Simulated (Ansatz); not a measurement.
GeTe (alpha-GeTe type, space group R3m)

```cif
data_GeTe
_chemical_formula_sum 'Ge1 Te1'
_space_group_name_H-M_alt 'P 1'
_space_group_IT_number 1
_cell_length_a 4.38246
_cell_length_b 4.38246
_cell_length_c 4.38246
_cell_angle_alpha 57.668
_cell_angle_beta 57.668
_cell_angle_gamma 57.668
loop_
_space_group_symop_operation_xyz
  'x, y, z'
loop_
_atom_site_label
_atom_site_type_symbol
_atom_site_fract_x
_atom_site_fract_y
_atom_site_fract_z
_atom_site_occupancy
Ge1 Ge 0.23425 0.23425 0.23425 1
Te1 Te 0.76575 0.76575 0.76575 1
```

E(V) scan at fixed shape, V₀ the volume above. The atoms relax within the cell's symmetry.

The numbers are results of PBE (plane waves to 420 eV, PAW, scalar-relativistic; Ansatz, a quantum-chemistry and plane-wave program), not measurements. k mesh 10×10×10 (Γ-centred), Fermi-Dirac smearing 0.05 eV. The energy includes the smearing's −TS. With the shape held, the modulus is that of even scaling; a crystal free to change shape is softer. GeTe was relaxed with its symmetry unable to fall. Spin-orbit coupling is left out, though Te is heavy. The PAW data are Ansatz's earlier set. ΔE is measured from the relaxed starting cell. The last digit holds for this mesh only.

| V (Å³/atom) | ΔE (meV/atom) |
|---|---|
| 23.658 | 111.8 |
| 24.559 | 66.8 |
| 25.460 | 35.0 |
| 26.361 | 14.5 |
| 27.263 | 3.4 |
| 28.164 | 0.0 |
| 29.065 | 3.0 |
| 29.966 | 11.2 |
| 30.868 | 23.8 |
| 31.769 | 39.9 |
| 32.670 | 59.0 |

### Question
What is the fitted pressure derivative B₀′?

### Answer
4.9.

### Question
What bulk modulus at fixed cell shape B₀ follows from a third-order Birch-Murnaghan fit?

### Answer
35.2 GPa. Check by three points about V = 28.164 Å³/atom, step 1.802: d²E/dV² ≈ (15 − 2·0 + 11) meV / 1.802² = 0.00800 eV/Å⁶, and V·d²E/dV² × 160.2 = 36.1 GPa.

(A scan under strain: stresses follow from slopes of the energy per volume, elastic moduli from its curvatures.)
